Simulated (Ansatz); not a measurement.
Crystal: Ti2C.

```
CELL_PARAMETERS angstrom
1.54070 0.88952 4.81377
-1.54070 0.88952 4.81377
0.00000 -1.77905 4.81377
ATOMIC_POSITIONS crystal
Ti 0.75450 0.75450 0.75450
Ti 0.24550 0.24550 0.24550
C 0.50000 0.50000 0.50000
```

The cell comes from a database or a generator and needn't be the stable form of this composition.

| Property | Result |
| --- | --- |
| Program | Ansatz 0.2.0 |
| Task | relaxation of cell and atoms |
| Functional | PBEsol |
| Potentials or basis | Ansatz PAW |
| Cutoff | 420 eV (not typed: the program's choice for these potentials) |
| k mesh | 10 × 10 × 10 |
| Occupations | fermi-dirac, width 0.05 eV |
| Spin | no spin polarisation |

At the start: volume 13.19 Å³/atom.

**Question.** How do energy, volume and symmetry change on relaxing?

**Answer.** It ends after 5 steps and the volume is 12.84 Å³/atom (-2.7 %); space group R-3m (No. 166, to 0.05 Å).

The path:
```csv
step,energy change (eV),largest force (eV/Å),volume (Å³)
1,0.0000,0.1878,39.58
2,-0.0151,0.0993,38.60
3,-0.0155,0.0345,38.51
4,-0.0157,0.0000,38.52
5,-0.0149,0.0001,38.52
```

Final structure:
```xyz
3
Lattice="1.5263 0.8812 4.7732 -1.5263 0.8812 4.7732 0.0000 -1.7624 4.7732" Properties=species:S:1:pos:R:3 pbc="T T T"
Ti    0.0000    0.0000   10.7991
Ti    0.0000    0.0000    3.5207
C     0.0000    0.0000    7.1599
```

Caveat: the plane-wave basis is chosen anew once the cell has moved, so the energies of steps on either side of that aren't comparable; the PAW data sets come from PBE, with cores solved anew for the run's functional, which leaves a small shift of forces and pressure.
